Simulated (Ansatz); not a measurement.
PbS: pressure against volume per atom

All results are calculated (Ansatz 0.2.0). Periodic Kohn-Sham DFT of a crystal at fixed atoms; pressure and stress are positive in compression; the energy is the free energy less that of spherical unpolarised free atoms; site moments are those in the method's own spheres, positive along +z.

Cell of the first row (space group Fm-3m, No. 225):
```
PbS
1.0
      0.0000     2.9045     2.9045
      2.9045     0.0000     2.9045
      2.9045     2.9045     0.0000
Pb S
1 1
Direct
  0.00000 0.00000 0.00000
  0.50000 0.50000 0.50000
```

Settings of every row: method all-electron PAW; functional LDA; relativity scalar; k mesh 7x7x7; filling fermi-dirac; smearing width 0.01 eV; nucleus gaussian.

Atom start moment: 0 on all atoms.

Limits: no spin-orbit coupling on heavy atoms.

Limits of some rows: small gap, it may come from the mesh (row 5).

```csv
row,volume per atom (Å³),pressure (GPa)
1,24.502,1.176
2,25.023,-0.223
3,25.545,-1.477
4,25.805,-2.054
5,26.066,-2.601
6,26.327,-3.118
7,26.587,?
8,27.109,-4.509
9,27.63,-5.315
```

Question: what pressure should row 7 give?

Worked fit of pressure. Take u = (V_r/V)^(2/3) − 1 with V_r = 25.935 Å³ an atom, which is twice the finite (Eulerian) strain; such expansions in the strain, on which the Birch-Murnaghan equation of state is built, carry the rest volume and the bulk modulus. The shown rows have u = 0.03862, 0.02415, 0.01015, 0.00336, -0.00335, -0.00995, -0.02908, -0.04133. Least squares give pressure = −2.3299 + 81.549 × u + 232.5 × u² + 167 × u³ GPa; a parabola predicts inner rows, each left out in turn, worse (root mean square 0.0026 against 0.00094 GPa). The rows lie off it by 0.000, 0.000, 0.001, -0.001, -0.001, 0.000, 0.000, 0.000. The pressure vanishes at u = 0.0265, or V = 24.94 Å³ an atom, and there the bulk modulus at fixed shape and fractions is B = −V dP/dV = (2/3)(1 + u) dP/du = 64.5 GPa. The withheld row has u = -0.01642, so the fit gives −2.3299 + 81.549 × (-0.01642) + 232.5 × (-0.01642)² + 167 × (-0.01642)³ = -3.607 GPa.

The calculation gave -3.608 GPa. The fit lies 0.001 GPa (0.015 % of the column's range) above it, one unit of the last digit.
